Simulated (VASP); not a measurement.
# SnSe (Fm-3m) in VASP: a series of runs

The runs below take SnSe through single point, with LDA.

Everything below comes from runs of VASP 6.6.1. Logs are shortened: lines on timing, memory, paths and dates and some standing lists are left out, and cuts for length are marked.

## (1) The crystal as given

It takes space group Fm-3m (No. 225, cubic). Conventional cell: a = 6.020 Å, b = 6.020 Å, c = 6.020 Å, α = 90.00°, β = 90.00°, γ = 90.00°. Sn (site symmetry m-3m) is surrounded by 6 Se at 3.01 Å. Se (site symmetry m-3m) is surrounded by 6 Sn at 3.01 Å.

Measurements of this composition are mostly on another form, of space group No. 62.

## (2) Single point, LDA, spin-orbit coupling, no magnetisation

INCAR reads:

```
SYSTEM = SnSe
PREC     = Accurate       ! precision mode
ENCUT    = 400            ! plane-wave cutoff, eV
EDIFF    = 1E-7           ! SCF threshold, eV
ISMEAR   = 0              ! smearing method
SIGMA    = 0.02           ! smearing width, eV
LREAL    = .FALSE.        ! projectors in reciprocal space
LASPH    = .TRUE.         ! aspherical terms in the spheres
NELM     = 100            ! most SCF steps
ALGO     = Normal         ! electronic algorithm
ISIF     = 2              ! what is computed and relaxed
LWAVE    = .FALSE.        ! write WAVECAR
LCHARG   = .FALSE.        ! write CHGCAR
MAGMOM   = 0 0 0 0 0 0    ! initial moments
LORBIT   = 11             ! projections on sites
LSORBIT  = .TRUE.         ! spin-orbit coupling
GGA_COMPAT= .FALSE.      
NBANDS   = 36             ! bands
```

KPOINTS reads:

```
regular mesh
0
G
  6 6 6
  0 0 0
```

POSCAR reads:

```
SnSe
1.0
    0.0000000000      3.0100000000      3.0100000000
    3.0100000000      0.0000000000      3.0100000000
    3.0100000000      3.0100000000      0.0000000000
Sn Se
1 1
Direct
    0.0000000000      0.0000000000      0.0000000000
    0.5000000000      0.5000000000      0.5000000000
```

Potentials or basis: VASP PAW LDA potentials, release 64 (Sn_d, Se).

On the command line:

```console
cat potpaw_LDA.64/Sn_d/POTCAR potpaw_LDA.64/Se/POTCAR > POTCAR
mpirun -np 1 vasp_ncl > vasp.out
```

OUTCAR:

```text
SYSTEM = SnSe
   PREC = Accurate
   ENCUT = 400
   EDIFF = 1E-7
   ISMEAR = 0
   LREAL = .FALSE.
   LASPH = .TRUE.
   NELM = 100
   ISIF = 2
   LORBIT = 11
   LSORBIT = .TRUE.

 Found     16 irreducible k-points:

 Following reciprocal coordinates:
            Coordinates               Weight
  0.000000  0.000000  0.000000      1.000000
  0.166667  0.000000  0.000000      8.000000
  0.333333  0.000000  0.000000      8.000000
  0.500000  0.000000  0.000000      4.000000
  0.166667  0.166667  0.000000      6.000000
  0.333333  0.166667  0.000000     24.000000
   k-points           NKPTS =     16   k-points in BZ     NKDIM =     16   number of bands    NBANDS=     36
   number of dos      NEDOS =    301   number of ions     NIONS =      2
   total plane-waves  NPLWV =  21952
   dimension x,y,z NGX =    28 NGY =   28 NGZ =   28
   dimension x,y,z NGXF=    56 NGYF=   56 NGZF=   56
   ions per type =               1   1
   NGX,Y,Z   is equivalent  to a cutoff of  10.94, 10.94, 10.94 a.u.
   NGXF,Y,Z  is equivalent  to a cutoff of  21.87, 21.87, 21.87 a.u.
 SYSTEM =  SnSe
   PREC   = accura    normal or accurate (medium, high low for compatibility)
   ISTART =      0    job   : 0-new  1-cont  2-samecut
   ICHARG =      2    charge: 1-file 2-atom 10-const
   ISPIN  =      1    spin polarized calculation?
   LNONCOLLINEAR =      T non collinear calculations
   LSORBIT =      T    spin-orbit coupling
   LASPH  =      T    aspherical Exc in radial PAW
   ENCUT  =  400.0 eV  29.40 Ry    5.42 a.u.   6.94  6.94  6.94*2*pi/ulx,y,z
   NELM   =    100;   NELMIN=  2; NELMDL= -5     # of ELM steps
   EDIFF  = 0.1E-06   stopping-criterion for ELM
   LREAL  =      F    real-space projection
   EDIFFG = 0.1E-05   stopping-criterion for IOM
   NSW    =      0    number of steps for IOM
   IBRION =     -1    ionic relax: 0-MD 1-quasi-New 2-CG
   NFREE  =      0    steps in history (QN), initial steepest desc. (CG)
   ISIF   =      2    stress and relaxation
   ISYM   =      2    0-nonsym 1-usesym 2-fastsym
   POTIM  = 0.5000    time-step for ionic-motion
   TEBEG  =    0.0;   TEEND  =   0.0 temperature during run
   PSTRESS=    0.0 pullay stress
   NELECT =      20.0000    total number of electrons
   NUPDOWN=      -1.0000    fix difference up-down
   EMIN   =  10.00;   EMAX   =-10.00  energy-range for DOS
   EFERMI =   0.00;   METHOD = LEGACY
   ISMEAR =     0;   SIGMA  =   0.02  broadening in eV -4-tet -1-fermi 0-gaus
   EFERMI_NEDOS =   21; number of points for ismear=-14 and -15
   IALGO  =     38    algorithm
   IMIX   =      4    mixing-type and parameters
     AMIX     =   0.40;   BMIX     =  1.00
     AMIX_MAG =   1.60;   BMIX_MAG =  1.00
  volume/ion in A,a.u.               =      27.27       184.03
  Fermi-wavevector in a.u.,A,eV,Ry     =   1.171768  2.214321 18.681350  1.373040
  Thomas-Fermi vector in A             =   2.308207
   LORBIT       =     11    0 simple, 1 ext, 2 COOP (PROOUT), +10 PAW based schemes
[... 260 lines left out ...]
  energy-cutoff  :      400.00
  volume of cell :       54.54
      direct lattice vectors                 reciprocal lattice vectors
     0.000000000  3.010000000  3.010000000    -0.166112957  0.166112957  0.166112957
     3.010000000  0.000000000  3.010000000     0.166112957 -0.166112957  0.166112957
     3.010000000  3.010000000  0.000000000     0.166112957  0.166112957 -0.166112957

 POSITION                                       TOTAL-FORCE (eV/Angst)
 -----------------------------------------------------------------------------------
      0.00000      0.00000      0.00000         0.000000     -0.000000      0.000000
      3.01000      3.01000      3.01000        -0.000000      0.000000     -0.000000
 -----------------------------------------------------------------------------------
    total drift:                               -0.000000      0.000000      0.000000

  FREE ENERGIE OF THE ION-ELECTRON SYSTEM (eV)
  ---------------------------------------------------
  free  energy   TOTEN  =        -9.5614481579 eV

  energy  without entropy=       -9.5614481579  energy(sigma->0) =       -9.56144816

 Spin-Orbit-Coupling matrix elements

 Ion:    1  E_soc:     -0.0939030
 l=   1
     0.0000000    -0.0093129    -0.0093129
    -0.0093129     0.0000000    -0.0093129
    -0.0093129    -0.0093129     0.0000000
 l=   2
     0.0000000    -0.0012648     0.0000000    -0.0012648    -0.0050728
    -0.0012648     0.0000000    -0.0038046    -0.0012648    -0.0012682
     0.0000000    -0.0038046     0.0000000    -0.0038046     0.0000000
    -0.0012648    -0.0012648    -0.0038046     0.0000000    -0.0012682
    -0.0050728    -0.0012682     0.0000000    -0.0012682     0.0000000
 l=   3
     0.0000000     0.0000000     0.0000000     0.0000000     0.0000000     0.0000000     0.0000000
     0.0000000     0.0000000     0.0000000     0.0000000     0.0000000     0.0000000     0.0000000
     0.0000000     0.0000000     0.0000000     0.0000000     0.0000000     0.0000000     0.0000000
     0.0000000     0.0000000     0.0000000     0.0000000     0.0000000     0.0000000     0.0000000
     0.0000000     0.0000000     0.0000000     0.0000000     0.0000000     0.0000000     0.0000000
     0.0000000     0.0000000     0.0000000     0.0000000     0.0000000     0.0000000     0.0000000
     0.0000000     0.0000000     0.0000000     0.0000000     0.0000000     0.0000000     0.0000000

 Ion:    2  E_soc:     -0.0448756
 l=   1
     0.0000000    -0.0074887    -0.0074887
    -0.0074887     0.0000000    -0.0074887
    -0.0074887    -0.0074887     0.0000000
 l=   2
     0.0000000    -0.0000018     0.0000000    -0.0000018     0.0000112
    -0.0000018     0.0000000     0.0000084    -0.0000018     0.0000028
     0.0000000     0.0000084     0.0000000     0.0000084     0.0000000
    -0.0000018    -0.0000018     0.0000084     0.0000000     0.0000028
     0.0000112     0.0000028     0.0000000     0.0000028     0.0000000
 l=   3
     0.0000000     0.0000000     0.0000000     0.0000000     0.0000000     0.0000000     0.0000000
     0.0000000     0.0000000     0.0000000     0.0000000     0.0000000     0.0000000     0.0000000
     0.0000000     0.0000000     0.0000000     0.0000000     0.0000000     0.0000000     0.0000000
     0.0000000     0.0000000     0.0000000     0.0000000     0.0000000     0.0000000     0.0000000
     0.0000000     0.0000000     0.0000000     0.0000000     0.0000000     0.0000000     0.0000000
     0.0000000     0.0000000     0.0000000     0.0000000     0.0000000     0.0000000     0.0000000
     0.0000000     0.0000000     0.0000000     0.0000000     0.0000000     0.0000000     0.0000000

 total charge

# of ion       s       p       d       tot
------------------------------------------
    1        1.385   0.694   9.985  12.064
    2        1.487   2.274   0.025   3.786
--------------------------------------------------
tot          2.872   2.967  10.011  15.850

 magnetization (x)

# of ion       s       p       d       tot
------------------------------------------
    1       -0.000  -0.000   0.000  -0.000
    2       -0.000   0.000  -0.000  -0.000
--------------------------------------------------
tot         -0.000  -0.000  -0.000  -0.000

 magnetization (y)

# of ion       s       p       d       tot
------------------------------------------
    1        0.000  -0.000   0.000   0.000
    2        0.000   0.000   0.000   0.000
--------------------------------------------------
tot          0.000  -0.000   0.000   0.000

 magnetization (z)

# of ion       s       p       d       tot
------------------------------------------
    1        0.000   0.000   0.000   0.000
    2        0.000   0.000  -0.000   0.000
--------------------------------------------------
tot          0.000   0.000  -0.000   0.000
```

stdout:

```text
POSCAR found type information on POSCAR SnSe
 POSCAR found :  2 types and       2 ions
 scaLAPACK will be used
 LDA part: xc-table for (Slater(with rela. corr.)+CA(PZ))
 , standard interpolation
 POSCAR, INCAR and KPOINTS ok, starting setup
 FFT: planning ... GRIDC
 FFT: planning ... GRID_SOFT
 FFT: planning ... GRID
 WAVECAR not read
 entering main loop
```

It took 27 s on 1 thread of Intel Xeon Platinum 8488C (Sapphire Rapids), shared host; peak memory 0.21 GiB.

The run converged, but some of its settings lie outside the range that counts as converged, so its numbers aren't taken as properties of the crystal.

Results:

```yaml
Free_energy: -9.5614 eV
Pressure: -3.6 GPa
Valence_electrons_inside_the_program's_atomic_spheres: Sn 12.06; Se 3.79
```

## (3) Single point, LDA, spin-orbit coupling, no magnetisation

Edit INCAR of step 2 so:

```diff
@@ -2,3 +2,3 @@
 PREC     = Accurate       ! precision mode
-ENCUT    = 400            ! plane-wave cutoff, eV
+ENCUT    = 460            ! plane-wave cutoff, eV
 EDIFF    = 1E-7           ! SCF threshold, eV
```

KPOINTS is that of step 2.

POSCAR is that of step 2.

Potentials or basis: VASP PAW LDA potentials, release 64 (Sn_d, Se).

On the command line:

```console
cat potpaw_LDA.64/Sn_d/POTCAR potpaw_LDA.64/Se/POTCAR > POTCAR
mpirun -np 1 vasp_ncl > vasp.out
```

Wall time 36 s (1 thread of Intel Xeon Platinum 8488C (Sapphire Rapids), shared host); peak memory 0.24 GiB.

These settings aren't checked as converged: the numbers below hold their error.

Results:

```
Free energy                                           : -9.5618 eV
Pressure                                              : -3.6 GPa
Valence electrons inside the program's atomic spheres : Sn 12.06; Se 3.79
```

## (4) Single point, LDA, spin-orbit coupling, no magnetisation

Edit INCAR of step 3 so:

```diff
@@ -2,3 +2,3 @@
 PREC     = Accurate       ! precision mode
-ENCUT    = 460            ! plane-wave cutoff, eV
+ENCUT    = 280            ! plane-wave cutoff, eV
 EDIFF    = 1E-7           ! SCF threshold, eV
```

KPOINTS reads:

```
regular mesh
0
G
  8 8 8
  0 0 0
```

POSCAR is that of step 3.

On the command line:

```console
cat potpaw_LDA.64/Sn_d/POTCAR potpaw_LDA.64/Se/POTCAR > POTCAR
mpirun -np 1 vasp_ncl > vasp.out
```

It took 21 s on 1 thread of Intel Xeon Platinum 8488C (Sapphire Rapids), shared host; peak memory 0.19 GiB.

The run converged, but some of its settings lie outside the range that counts as converged, so its numbers aren't taken as properties of the crystal.

Results:

```
Free energy                                           : -9.5415 eV
Pressure                                              : -3.4 GPa
Valence electrons inside the program's atomic spheres : Sn 12.06; Se 3.79
```

Caveat: the cutoff is under 1.25 times the usual one of these potentials, so pressure, stress and relaxed cells hold a basis-set (Pulay) error.

## (5) Single point, LDA, spin-orbit coupling, no magnetisation

Edit INCAR of step 4 so:

```diff
@@ -2,3 +2,3 @@
 PREC     = Accurate       ! precision mode
-ENCUT    = 280            ! plane-wave cutoff, eV
+ENCUT    = 400            ! plane-wave cutoff, eV
 EDIFF    = 1E-7           ! SCF threshold, eV
```

KPOINTS reads:

```
regular mesh
0
G
  7 7 7
  0 0 0
```

POSCAR is that of step 4.

On the command line:

```console
cat potpaw_LDA.64/Sn_d/POTCAR potpaw_LDA.64/Se/POTCAR > POTCAR
mpirun -np 1 vasp_ncl > vasp.out
```

Run time: 33 s. Hardware: 1 thread of Intel Xeon Platinum 8488C (Sapphire Rapids), shared host; peak memory 0.21 GiB.

The run converged, but some of its settings lie outside the range that counts as converged, so its numbers aren't taken as properties of the crystal.

What came out:

```
Free energy                                           : -9.5429 eV
Pressure                                              : -3.3 GPa
Valence electrons inside the program's atomic spheres : Sn 12.06; Se 3.79
```
